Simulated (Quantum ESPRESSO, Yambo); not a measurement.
# BaS (Fm-3m): G0W0 with Yambo, start to end, part 2 of 3

How does a plane-wave GW calculation on BaS (Fm-3m) run from the first input to the gap?

Quantum ESPRESSO 7.5 and Yambo 5.3.0; PBE and many-body steps on it, plane waves. Known limits of the many-body steps: not at the basis limit.

So far. Step 2 (Ground state): The gap is indirect, with the least direct gap 0.09 eV higher. Step 3 (Bands along the symmetry lines): The gap is 2.099 eV, as in the run before at this level.

## (4) Empty states on the mesh, 4×4×4 mesh, 356 bands

Level of this step: DFT, PBE with spin-orbit coupling, plane waves, norm-conserving pseudopotentials (Quantum ESPRESSO).

The sums over transitions need many empty states on a uniform mesh; this step solves for them.

pw.in reads:

```
&control
  calculation = 'nscf'
  prefix = 'x'
  outdir = 'o'
  pseudo_dir = 'pseudo'
/
&system
  ibrav = 0
  nat = 2
  ntyp = 2
  ecutwfc = 40.0
  nbnd = 356
  force_symmorphic = .true.
  noncolin = .true.
  lspinorb = .true.
/
&electrons
  conv_thr = 1e-9
  electron_maxstep = 80
  diago_full_acc = .true.
  diago_thr_init = 5e-6
/
ATOMIC_SPECIES
  Ba 137.33 Ba.upf
  S 32.06 S.upf
CELL_PARAMETERS angstrom
  0.0000000000 3.1937500000 3.1937500000
  3.1937500000 0.0000000000 3.1937500000
  3.1937500000 3.1937500000 0.0000000000
ATOMIC_POSITIONS crystal
  Ba 0.0000000000 0.0000000000 0.0000000000
  S 0.5000000000 0.5000000000 0.5000000000
K_POINTS automatic
  4 4 4 0 0 0
```

The run is started by

```console
> OMP_NUM_THREADS=1 mpirun -n 4 pw.x -nk 4 -in pw.in > pw.out
```

What it wrote:

```text
[banner, memory and clock lines left out]
Program PWSCF v.7.5 starts

     Atomic positions and unit cell read from directory:
     o/x.save/

     Message from routine setup:
     using ibrav=0 with symmetry is DISCOURAGED, use correct ibrav instead

     G-vector sticks info

     bravais-lattice index     =            0
     lattice parameter (alat)  =       8.5352  a.u.
     unit-cell volume          =     439.6725 (a.u.)^3
     number of atoms/cell      =            2
     number of atomic types    =            2
     number of electrons       =        16.00
     number of Kohn-Sham states=          356
     kinetic-energy cutoff     =      40.0000  Ry
     charge density cutoff     =     160.0000  Ry
     Exchange-correlation= PBE
                           (   1   4   3   4   0   0   0)
     Non magnetic calculation with spin-orbit

     celldm(1)=   8.535221  celldm(2)=   0.000000  celldm(3)=   0.000000
     celldm(4)=   0.000000  celldm(5)=   0.000000  celldm(6)=   0.000000

     crystal axes: (cart. coord. in units of alat)
               a(1) = (   0.000000   0.707107   0.707107 )
               a(2) = (   0.707107   0.000000   0.707107 )
               a(3) = (   0.707107   0.707107   0.000000 )

     reciprocal axes: (cart. coord. in units 2 pi/alat)
               b(1) = ( -0.707107  0.707107  0.707107 )
               b(2) = (  0.707107 -0.707107  0.707107 )
               b(3) = (  0.707107  0.707107 -0.707107 )
     Pseudo is Norm-conserving + core correction, Zval = 10.0
     Generated using ONCVPSP code by D. R. Hamann
     Using radial grid of 1958 points, 10 beta functions with:
     Pseudo is Norm-conserving + core correction, Zval =  6.0
     Generated using ONCVPSP code by D. R. Hamann
     Using radial grid of 1146 points, 10 beta functions with:
     Ba               10.00   137.33000     Ba( 1.00)
     S                 6.00    32.06000     S ( 1.00)

     48 Sym. Ops., with inversion, found

   Cartesian axes

     site n.     atom                  positions (alat units)
         1        Ba     tau(   1) = (   0.0000000   0.0000000   0.0000000  )
         2        S      tau(   2) = (   0.7071068   0.7071068   0.7071068  )

     number of k points=     8
                       cart. coord. in units 2pi/alat
        k(    1) = (   0.0000000   0.0000000   0.0000000), wk =   0.0156250
        k(    2) = (   0.1767767   0.1767767  -0.1767767), wk =   0.1250000
        k(    3) = (  -0.3535534  -0.3535534   0.3535534), wk =   0.0625000
[...]
k(    7) = (  -0.7071068   0.0000000   0.0000000), wk =   0.0468750
        k(    8) = (  -0.7071068   0.3535534   0.0000000), wk =   0.0937500

     Dense  grid:    15065 G-vectors     FFT dimensions: (  36,  36,  36)

     The potential is recalculated from file :
     o/x.save/charge-density

     Starting wfcs are   18 randomized atomic wfcs +  338 random wfcs

     Band Structure Calculation

     End of band structure calculation

          k = 0.0000 0.0000 0.0000 (  1893 PWs)   bands (ev):

   -20.1134 -20.1134  -6.6152  -6.6152  -4.5575  -4.5575  -4.5575  -4.5575
    -4.4361  -4.4361   5.8017   5.8017   5.9427   5.9427   5.9427   5.9427
     9.5251   9.5251   9.7797   9.7797   9.7797   9.7797   9.8464   9.8464
[...]
[... 33 further rows ...]
[...]
108.0476 108.0476 108.6653 108.6654

          k = 0.1768 0.1768-0.1768 (  1886 PWs)   bands (ev):

[...]
[... 33 further rows ...]
[...]
107.4622 107.4622 108.8298 108.8298

          k =-0.3536-0.3536 0.3536 (  1892 PWs)   bands (ev):

[...]
33.3100  33.3100  35.9855  35.9855  36.0749  36.0749  36.9197  36.9197
     [... 33 further rows ...]
   104.6127 104.6127 104.8535 104.8535 104.9989 104.9989 105.0623 105.0623
   106.7758 106.7758 108.5341 108.5341

          k = 0.3536 0.0000 0.0000 (  1876 PWs)   bands (ev):

     [... further k-points ...]

     highest occupied, lowest unoccupied level (ev):     5.9427    8.0420

     XML data file, pseudopotentials, collected wavefunctions
```

Elapsed: 52 s, on 4 MPI ranks of Arm Neoverse V1, shared host; peak memory 0.7 GiB.

Numbers from this step:

```yaml
gap: 2.099 eV
k_of_the_valence_top: 0, 0, 0
k_of_the_conduction_bottom: 0, -0.5, -0.5
least_direct_gap: 2.189 eV
k_points_computed: 8
lowest_point_of_the_top_converged_band_above_the_valence_top: 100.0987 eV
```

On this mesh the gap is 2.099 eV.

## (5) Conversion and set-up

This step: Yambo 5.3.0; conversion and set-up on PBE with spin-orbit coupling, plane waves, norm-conserving pseudopotentials.

The states are converted to the many-body program's format and the q mesh is built.

The run is started by

```console
> (cd o/x.save; p2y > p2y.log; mv SAVE ../..); yambo > setup.log
```

What it wrote:

```text
 Yambo, version 5.3.0

 [02] CORE Variables Setup
 =========================

  [02.01] Unit cells
  ==================

  Cell kind             :  FCC
  Atoms in the cell     :  Ba  S
  number of Ba atoms    :  1
  number of S  atoms    :  1

  List of atomic masses
  Mass of Ba    :  137.3300
  Mass of S     :  32.06000

  List of atomic coordinates    : [cc]
  Ba1       :  0.000000  0.000000  0.000000  order 1
  S1       :  6.035313  6.035313  6.035313  order 2

  Alat factors          :  6.035313  6.035313  6.035313 [a.u.]
  Direct lattice volume :  439.6725 [a.u.]
  Direct lattice vectors:  A[ 1 ]  A[ 2 ]  A[ 3 ]
   A[ 1 ]:  0.000000  1.000000  1.000000  [iru]
   0.000000  6.035313  6.035313  [cc]
   A[ 2 ]:  1.000000  0.000000  1.000000  [iru]
   6.035313  0.000000  6.035313  [cc]
   A[ 3 ]:  1.000000  1.000000  0.000000  [iru]
   6.035313  6.035313  0.000000  [cc]

  Recip. lattice volume :  0.564170 [a.u.]
  Recip. lattice vectors:  B[ 1 ]  B[ 2 ]  B[ 3 ]
   B[ 1 ]: -0.500000  0.500000  0.500000  [iku]
  -0.520535  0.520535  0.520535  [cc]
   B[ 2 ]:  0.500000 -0.500000  0.500000  [iku]
   0.520535 -0.520535  0.520535  [cc]
   B[ 3 ]:  0.500000  0.500000 -0.500000  [iku]
   0.520535  0.520535 -0.520535  [cc]

  [02.02] Symmetries
  ==================

  Inversion symmetry    : yes
  Spatial inversion     : yes
  Inversion index       :  25
  K-space Time-reversal : no
  Magnetic symmetries   : no
  Group table correct   : yes
  Symmetries units      :  [cc]

   [S  1]:   1.0000      0.42301E-17  0.42301E-17  0.42301E-17   1.0000     -0.42301E-17 -0.42301E-17 -0.42301E-17   1.0000
   [S  2]:  -1.0000     -0.42301E-17  0.42301E-17 -0.42301E-17  -1.0000     -0.42301E-17  0.42301E-17  0.42301E-17   1.0000
   [S  3]:  -1.0000      0.42301E-17 -0.42301E-17 -0.42301E-17   1.0000      0.42301E-17  0.42301E-17 -0.42301E-17  -1.0000
[...]
[... 36 further rows ...]
   [S 47]:  0.42301E-17   1.0000     -0.42301E-17 -0.42301E-17  0.42301E-17  -1.0000       1.0000     -0.42301E-17  0.42301E-17
   [S 48]:  0.42301E-17  -1.0000      0.42301E-17 -0.42301E-17 -0.42301E-17   1.0000       1.0000      0.42301E-17 -0.42301E-17

  [02.03] Reciprocal space
  ========================

  nG shells         :  199
  nG charge         :  15065
  nG WFs            :  2413
  nC WFs            :  1893
  G-vecs. in first 19 shells:  [ Number ]
     1    9   15   27   51   59   65   89  113
    137   169   181   229   259   283   307   331   339
    387
  ...
  Shell energy in first 19 shells:  [ mHa ]
    0.00000      406.435      541.914      1083.83      1490.26      1625.74      2167.66      2574.09      2709.57
    3251.48      3657.92      4335.31      4741.75      4877.22      5419.14      5825.57      5961.05      6502.97
    6909.40
  ...

  [02.04] K-grid lattice
  ======================

  Compatible Grid is   : 3D
[...]
K/Q-points units:
  rlu = crystal or reduced units; cc = cartesian coordinates; iku = interal k-units

  K [1]          [rlu]:  0.000000  0.000000  0.000000
         WF components:  1893
  K [2]          [rlu]:  0.74313E-17  0.74313E-17  0.25000
         WF components:  1886
  K [3]          [rlu]: -0.14863E-16 -0.14863E-16 -0.50000
         WF components:  1892
  K [4]          [rlu]:  0.74488E-17  0.25000      0.25000
         WF components:  1876
  K [5]          [rlu]:  0.54615E-17  0.25000     -0.50000
         WF components:  1872
  [... 2 further k-points ...]
  K [8]          [rlu]:  0.250000 -0.500000 -0.250000
         WF components:  1888

  [02.05] Energies & Occupations
  ==============================

  [X] === General ===
  [X] Electronic Temperature                        :  0.000000  0.000000 [eV K]
  [X] Bosonic    Temperature                        :  0.000000  0.000000 [eV K]
  [X] Finite Temperature mode                       : no
  [X] El. density                                   :  0.24558E+24 [cm-3]
  [X] Fermi Level                                   :  5.942697 [eV]

  [X] === Gaps and Widths ===
  [X] Conduction Band Min                           :  2.099342 [eV]
  [X] Valence Band Max                              :  0.000000 [eV]
  [X] Filled Bands                                  :  16
  [X] Empty Bands                                   :    17   356
  [X] Direct Gap                                    :  2.188624 [eV]
  [X] Direct Gap localized at k                     :   7
  [X] Indirect Gap                                  :  2.099342 [eV]
  [X] Indirect Gap between kpts                     :   1   7
  [X] Last valence band width                       :  1.088787 [eV]
  [X] 1st conduction band width                     :  3.430294 [eV]

  E @ K [1]:  [eV]
  -26.05607 -26.05607 -12.55788 -12.55788 -10.50018 -10.50018 -10.50018 -10.50018
   -10.379      -10.379     -0.14097     -0.14097     -0.17871E-09 -0.13178E-09 -0.70571E-10   0.0000
   3.582354  3.582354  3.836973  3.836973  3.836973  3.836973  3.903713  3.903713
[...]
occ @ K [1]
[...]
E @ K [2]:  [eV]
[...]
occ @ K [2]
[...]
E @ K [3]:  [eV]
[...]
occ @ K [3]
[...]
E @ K [4]:  [eV]
[...]
occ @ K [4]
[...]
E @ K [5]:  [eV]
[...]
occ @ K [5]
[...]
[... 2 further k-points ...]
  E @ K [8]:  [eV]
[...]
occ @ K [8]
[...]
0.000000  0.000000  0.000000  0.000000  0.000000  0.000000  0.000000  0.000000
   0.000000  0.000000  0.000000  0.000000  0.000000  0.000000  0.000000  0.000000

 [03] Transferred momenta grid and indexing
 ==========================================

 IBZ Q-points                                      :   8
 BZ  Q-points                                      :   64

 K/Q-points units:
 rlu = crystal or reduced units; cc = cartesian coordinates; iku = interal k-units

 Q [1]          [rlu]:  0.000000  0.000000  0.000000
 Q [2]          [rlu]:  0.74313E-17  0.74313E-17  0.25000
 Q [3]          [rlu]: -0.14863E-16 -0.14863E-16 -0.50000
[...]
Q [7]          [rlu]: -0.14898E-16 -0.50000     -0.50000
 Q [8]          [rlu]:  0.250000 -0.500000 -0.250000

  [03.01] X indexes
  =================

   [03.01.01] Sigma indexes
   ========================

 [06] Game Over & Game summary
```

It took 2.7 s on 1 MPI rank; peak memory 0.24 GiB.

[end of part 2 of 3]

[Paths, hosts, dates, memory and timing lines, banners, echoed tables and standing remarks are left out of the program output.]

[Logs are printed without paths, hosts, clocks, repeated set-up lines and the standing remarks that a program may print on its own settings, such as how far it seeks lower states.]

[Runs of the session that timed out or met a known fault of the program may be left out.]

[Hosts, paths, dates, database ids (printed as entryN), source tags and the programs' standing remarks are cut or masked in the printed files.]
